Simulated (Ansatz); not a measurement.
# Computed properties of BP (zincblende)

Measured values to be reproduced:
- lattice constant a: 4.5399 ± 0.0008 Å (cubic a at 300 K; 300 K; single-crystal XRD (Mo K-alpha); “Thermal expansion coefficients of high thermal conducting BAs and BP materials”, 2019, arxiv:1906.04101)
- Raman mode: 794 cm⁻¹ (TO at Gamma (T2), ambient spectrum; 300 K; Raman scattering, 514.5 nm, backscattering; very weak band; the pressure fit in the same paper quotes about 797 cm-1; “Boron phosphide under pressure: in situ study by Raman scattering and X-ray diffraction”, 2015, arxiv:1505.05714)

The calculated numbers come from the PAW code Ansatz. Calculated for a static, non-magnetic cell.

Structure: zincblende BP, at its r2SCAN minimum. It is cubic, F-43m (No. 216); conventional cell a = 4.537 Å, 11.67 Å³ an atom. Around B lie 4 P at 1.96 Å; around P lie 4 B at 1.96 Å.

```
CELL_PARAMETERS angstrom
0.00000 2.26832 2.26832
2.26832 0.00000 2.26832
2.26832 2.26832 0.00000
ATOMIC_POSITIONS crystal
B 0.00000 0.00000 0.00000
P 0.25000 0.25000 0.25000
```

Relaxed lattice by functional, symmetry kept:

| functional | k mesh | a (Å) | volume (Å³/atom) |
| --- | --- | --- | --- |
| PBE | 10×10×10 | 4.548 | 11.76 |
| r2SCAN | 8×8×8 | 4.537 | 11.67 |
| PBEsol | 8×8×8 | 4.520 | 11.54 |
| LDA | 8×8×8 | 4.491 | 11.32 |
| HSE06 | 6×6×6 | 4.525 | 11.58 |

On this one geometry the levels give:

| level | k mesh | gap (eV) | kind | edges | least direct gap (eV) | rough cost |
| --- | --- | --- | --- | --- | --- | --- |
| LDA | 10×10×10 | 1.18 | indirect | Γ → Γ–X (0.83) | 3.38 | 1.8 core-seconds |
| PBE | 10×10×10 | 1.24 | indirect | Γ → Γ–X (0.80) | 3.41 | 2.2 core-seconds |
| r2SCAN | 10×10×10 | 1.41 | indirect | Γ → Γ–X (0.83) | 3.60 | 3 core-seconds |
| HSE06 | 6×6×6 | 1.96 | indirect | Γ → Γ–X (0.83) | 4.34 | 29 core-seconds |
| DDH-PBE0 | 6×6×6 | 1.85 | indirect | Γ → Γ–X (0.83) | 4.10 | 40 core-seconds |
| PBE0 | 6×6×6 | 2.66 | indirect | Γ → Γ–X (0.83) | 5.03 | 29 core-seconds |
| r2SCAN0 | 6×6×6 | 2.74 | indirect | Γ → Γ–X (0.83) | 5.10 | 40 core-seconds |
| Hartree-Fock | 6×6×6 | 7.86 | indirect | Γ → Γ–X (0.83) | 10.74 | 30 core-seconds |
| G0W0@PBE (69 empty bands, 120 eV, 6×6×6) | 6×6×6 | 1.85 | – | Γ → X (mesh) | – | 17 core-seconds |
| G0W0@PBE (172 empty bands, 220 eV, 6×6×6) | 6×6×6 | 1.95 | – | Γ → X (mesh) | – | 90 core-seconds |

PBE: smearing of 0.02 eV; the others have fixed occupations.
Wave cutoffs: 420 eV, 500 eV (r2SCAN, r2SCAN0).
Points off the special ones are mesh points or PBE's searched band edges, reused at the other levels.
The G0W0 gap is PBE's gap over the path plus the quasiparticle shift read on the mesh. The G0W0 figures hold for the stated bands, cutoff and mesh and aren't extrapolated.
Costs come from shared machines and give only the order; PBE's includes the band path. The runs had 4 threads of Arm Neoverse V1, with other jobs on the host.

With HSE06 the valence top lies at Γ and the conduction bottom at Γ–X (0.83 of the way from Γ), 1.96 eV higher; the smallest vertical gap, at Γ, is 4.34 eV.

Taking G0W0@PBE (172 empty bands, 220 eV, 6×6×6), 1.95 eV, as the yardstick (a computed one, not at the basis limit), HSE06 comes nearest, +0.01 eV off, at about 9 times r2SCAN's cost; G0W0 itself took about 26 times r2SCAN's cost. The others: DDH-PBE0 -0.10, r2SCAN -0.54, PBE -0.71, PBE0 +0.71, LDA -0.77, r2SCAN0 +0.79, Hartree-Fock +5.91 eV. The yardstick still moved by +0.10 eV in its last step of bands and cutoff, so this order can change. r2SCAN covers 23 % of the step from PBE to HSE06, while HSE06 needs about 9 times r2SCAN's cost (on a coarser mesh). Among these functionals the gap stays indirect.

r2SCAN (ground state on 8×8×8): The electronic dielectric tensor ε∞ is 8.74 in all directions. Born charges, averaged over directions: B -0.46, P +0.46 e. PBE (ground state on 8×8×8): The clamped-ion dielectric constant comes out as 9.15 in all directions. Born charges, averaged over directions: B -0.52, P +0.52 e.

On the PBEsol cell (a = 4.520 Å), with PBEsol: The optical mode at Γ lies at 811 cm⁻¹ without the longitudinal term. With the long-range field the highest mode reaches 817 cm⁻¹. By the program's warning the force constants, and with them frequencies and ε⁰, aren't converged on this mesh. The clamped-ion dielectric constant comes out as 9.30 in all directions. With the ions relaxed, ε⁰ is 9.4 in all directions. Born charges, averaged over directions: B -0.56, P +0.56 e.

Comparison with experiment:
- Lattice constant a, measured 4.5399 Å: PBE 4.548 (+0.2 %), r2SCAN 4.537 (-0.1 %), PBEsol 4.520 (-0.4 %), LDA 4.491 (-1.1 %), HSE06 4.525 (-0.3 %).
- Raman mode at 794 cm⁻¹ (TO at Gamma (T2), ambient spectrum): the nearest PBEsol mode at Γ lies at 811 cm⁻¹ (+2.2 %).
The calculated lattice is static; the measured one holds thermal expansion and zero-point motion. Reports marked as nanostructured, strained, doped, implanted or mixed samples, and transport gaps, were set aside. Modes are paired by degeneracy and infrared activity, where the label gives them, and frequency; they are harmonic.

The meshes of the hybrids are coarse, so their gaps aren't converged to the digits shown.
